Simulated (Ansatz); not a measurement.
Method: DFT PBE, scalar-relativistic, plane waves, PAW in Ansatz. All cells share a 420 eV cutoff and Γ-centred k meshes spaced at most about 0.3 Å⁻¹ (2π included). No spin polarisation in the final relaxations.

These are static total energies at zero pressure.

Two forms of TiO₂ were relaxed alike.

A.

Space group P-3m1 (No. 164). a = 2.990 Å, b = 2.990 Å, c = 5.512 Å, α = 90.00°, β = 90.00°, γ = 120.00°
```
atom  site  symmetry       x       y       z
  Ti    1b      -3m.  0.0000  0.0000  0.5000
   O    2d       3m.  0.3333  0.6667  0.6750
```

B.

Space group I4_1/amd:1 (No. 141). a = 3.800 Å, b = 3.800 Å, c = 9.696 Å, α = 90.00°, β = 90.00°, γ = 90.00°
```tsv
atom	site	symmetry	x	y	z
Ti	4a	-4m2	0.0000	0.0000	0.0000
O	8e	2mm.	0.0000	0.0000	0.2065
```

Problem. Which is lower in energy, and by how much?

Solution. B is lower, by 143 meV/atom. A has the cadmium iodide type, space group P-3m1 (No. 164), 14.2 Å³/atom and a gap of 2.66 eV on its mesh; B has the anatase type, space group I4_1/amd (No. 141), 11.7 Å³/atom and a gap of 2.13 eV. In A, Ti has 6 O at 1.98 Å; around O lie 3 Ti at 1.98 Å. In B, Ti has 6 O at 1.95–2.00 Å; O is surrounded by 3 Ti at 1.95–2.00 Å. Origin: A was invented; B is a cell as deposited in COD, relaxed.

No dispersion correction is applied, so the spacing and binding between layers, chains or molecules are poorly described (P-3m1), and this can change margins and order among such cells. Kohn–Sham gaps at this level usually fall short of measured ones. With atoms moved at random, I4_1/amd came back. Other cells relaxed within their symmetry can be saddle points.

The anatase form lies 143 meV/atom below the layered one, although both have six-coordinate Ti and three-coordinate O with nearly equal Ti–O distances. The preference therefore can't be put down to a different number of nearest-neighbour bonds; it must come largely from how the octahedra are linked and packed. In the cadmium iodide type, sheets of edge-sharing octahedra turn oxide faces towards each other, whereas anatase joins its octahedra into a three-dimensional network. Poorer long-range electrostatics for the small, weakly polarisable oxide ion is one possible source of the margin, alongside the missing dispersion attraction. The layered type is more at home with softer anions, as in TiS₂.

Both gaps separate mainly O 2p states from empty Ti 3d states, as expected for d⁰ Ti(IV). The wider gap of the layered form probably reflects narrower bands where coupling between sheets is weak, so it is no sign of greater stability. The comparison leaves open the order of anatase and rutile.
